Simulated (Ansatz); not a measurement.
**Relaxing SiGe**

All numbers below come from Ansatz 0.2.0, DFT r2SCAN, scalar-relativistic, plane waves, PAW. Settings: 500 eV cutoff, 12×12×4 k-mesh, Gaussian smearing of 0.02 eV, no spin polarisation.

What was changed: uniaxial strain along c, with a, b and atoms relaxed: -3.0 %.

Command:

```bash
ansatz run input.yaml --threads 1 --pin off --max-ram 2560MiB --backend cpu --events-out ev --progress --plain --runs-dir out
```

Input:

```yaml
crystal:
  lattice:
    - [3.9336604753, 0.0, 0.0]
    - [-1.9668302377, 3.4066499015, 0.0]
    - [0.0, 0.0, 6.2600692772]
  atoms:
    - { symbol: Si, position: [0.6666666662, 0.3333333338, 0.875883123] }
    - { symbol: Si, position: [0.3333333338, 0.6666666662, 0.375883123] }
    - { symbol: Ge, position: [0.666666667, 0.333333333, 0.499115877] }
    - { symbol: Ge, position: [0.333333333, 0.666666667, -0.000884123] }
basis:
  ecutwfc: 500
kpoints:
  mp_grid: { grid: [12, 12, 4] }
hamiltonian:
  xc: r2scan
scf:
  occupations: { method: gaussian, width: 0.02 }
output:
  forces: true
  stress: true
  eigenvalues: true
relax:
  adjacent_minimum: "off"
  f_tol: 0.008
  max_steps: 40
  cell: { stress_tol: 0.015, fix: [c, angles] }
```

F is the free energy. Steps run on the plane waves of an earlier cell, but the last one, and at times one on the way, on a freshly chosen basis, so a repeated geometry can differ a little in energy. The held parts of the cell keep their stress, so P needn't end at zero.

Steps:

```json
{"step": "1", "F − F(1) (eV)": "0.0000", "largest force component (eV/Å)": "0.182", "V (Å³/atom)": "20.972", "P (GPa)": "1.52"}
{"step": "2", "F − F(1) (eV)": "-0.0039", "largest force component (eV/Å)": "0.035", "V (Å³/atom)": "20.849", "P (GPa)": "2.01"}
{"step": "3", "F − F(1) (eV)": "-0.0041", "largest force component (eV/Å)": "0.000", "V (Å³/atom)": "20.820", "P (GPa)": "2.13"}
{"step": "4", "F − F(1) (eV)": "-0.0040", "largest force component (eV/Å)": "0.000", "V (Å³/atom)": "20.820", "P (GPa)": "2.13"}
```

Relaxed structure:

```xyz
4
Lattice="3.9193 0.0000 0.0000 -1.9597 3.3942 0.0000 0.0000 0.0000 6.2601" Properties=species:S:1:pos:R:3 pbc="T T T"
Si    1.9597    1.1314    5.4882
Si    0.0000    2.2628    2.3582
Ge    1.9597    1.1314    3.1194
Ge    0.0000    2.2628   -0.0107
```

It takes space group P6_3mc (No. 186, hexagonal). Conventional cell: a = 3.919 Å, b = 3.919 Å, c = 6.260 Å, α = 90.00°, β = 90.00°, γ = 120.00°. Si (site symmetry 3m) has 4 Ge at 2.37 to 2.39 Å as nearest neighbours. Ge (site symmetry 3m) has 4 Si at 2.37 to 2.39 Å as nearest neighbours.

The run converged. The run took 3.4 min on 1 thread of Intel(R) Xeon(R) Platinum 8259CL CPU @ 2.50GHz (Skylake/Cascade Lake) (shared host), peak memory 0.72 GiB.